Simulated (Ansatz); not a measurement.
**ZnSe: a slab and its surfaces, (110), 3 layers**

Aim: cut a slab of ZnSe (110), 3 layers from the relaxed bulk, relax it, and get surface energy and work function. Methods of the runs shown: LAPW. Companion runs by PAW are cited. Its runs: bulk in the slab's orientation (LAPW); the reference run (LAPW); atoms relaxed (LAPW); field of 0.1 V/Å along the normal (LAPW).

Program: Ansatz 0.2.0. Level of theory: DFT, PBE, all-electron LAPW, scalar-relativistic. These are calculated values, not measurements.

## 1. Starting point

The structure is cubic, space group F-43m (No. 216). The conventional cell has a = 5.733 Å, b = 5.733 Å, c = 5.733 Å, α = 90.00°, β = 90.00°, γ = 90.00°. Zn (site symmetry -43m) has 4 Se at 2.48 Å as nearest neighbours. Se (site symmetry -43m) has 4 Zn at 2.48 Å as nearest neighbours.

As a file:

```
Zn Se
1.0
    -2.86635    2.86635    0.00000
     0.00000    0.00000    5.73270
     2.86635    2.86635    0.00000
Zn Se
2 2
Direct
  0.00000 0.00000 0.00000
  0.50000 0.50000 0.50000
  0.00000 0.25000 0.50000
  0.50000 0.75000 0.00000
```

Atoms are numbered in the order of the input: Zn1, Zn2, Se3, Se4.

## 2. Bulk in the slab's orientation, LAPW

Input file input.yaml:

```yaml
crystal:
  lattice:
    - [-2.866350309, 2.866350309, 0.0]
    - [0.0, 0.0, 5.732700618]
    - [2.866350309, 2.866350309, 0.0]
  atoms:
    - { symbol: Zn, position: [0.0, 0.0, 0.0] }
    - { symbol: Zn, position: [0.5, 0.5, 0.5] }
    - { symbol: Se, position: [0.0, 0.25, 0.5] }
    - { symbol: Se, position: [0.5, 0.75, 0.0] }
kpoints:
  mp_grid: { grid: [6, 5, 6] }
scf:
  occupations: { method: fermi_dirac, width: 0.02 }
hamiltonian:
  xc: pbe
  pseudopotentials: { kind: all_electron, lapw: { basis_error: 0.001 } }
output:
  forces: true
  stress: true
  eigenvalues: true
```

Run with:

```sh
> ansatz run input.yaml --threads 2 --pin off --max-ram 4096MiB --backend cpu --events-out ev --progress --plain --runs-dir out
```

After this run come: Slab as cut, LAPW; Atoms relaxed, LAPW; Field of 0.1 V/Å along the normal, LAPW.

Q: Predict the outcome of this session. Wanted: surface energy; work function (for each run or level that gives them).

**Answer**, as computed:

| quantity | value |
| --- | --- |
| surface energy (LAPW, relaxed) | 0.34 J/m² |
| work function (LAPW, relaxed) | 4.75 eV |
| surface energy (PAW, relaxed) | 0.34 J/m² |
| work function (PAW, relaxed) | 4.75 eV |

**Reading.** By LAPW the surface costs 0.67 J/m² as cut and 0.34 J/m² relaxed. The field of 0.1 V/Å along the normal induces a dipole of 0.073 e·Å per cell (LAPW). The field of 0.1 V/Å along the normal induces a dipole of 0.073 e·Å per cell (PAW). With a gap the Fermi level lies anywhere inside it, so the work function printed is no measured quantity. Thickness wasn't converged, and no reconstruction was sought.

The gaps are Kohn-Sham values of a semilocal functional, not quasiparticle or optical gaps. Such gaps usually fall short of the measured ones.
